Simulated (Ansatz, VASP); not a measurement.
Sb: VASP beside Ansatz

```
Sb
1.0
     3.11729    0.00000    0.00000
     0.00000    3.11729    0.00000
     0.00000    0.00000    3.11729
Sb
1
Direct
  0.00000 0.00000 0.00000
```

Change from the starting cell: volume scaled by 0.96.

Alike in both runs: task single point; functional PBE; k mesh 8 × 8 × 8; occupations fermi-dirac, width 0.05 eV; no spin polarisation.

|  | VASP | Ansatz |
| --- | --- | --- |
| version | VASP 6.6.1 | Ansatz 0.2.0 |
| potentials or method | VASP PAW PBE potentials, release 64 (Sb) | Ansatz PAW |
| plane-wave cutoff (eV) | 520 | 420 |
| valence electrons in the cell | 5 | 15 |

```tsv
	VASP	Ansatz	Ansatz less VASP
gap on the k mesh at the Fermi level (eV)	none	none	-
pressure (GPa)	-0.2	-0.2	+0.02
```

A gap of «none» marks a metal or a gap that the smearing closes. The functional is the same, so the differences come from potentials, cutoffs and numerics. The two sets of potentials don't hold the same shells in valence.

The runs have no spin-orbit coupling, so splittings on Sb are missing.
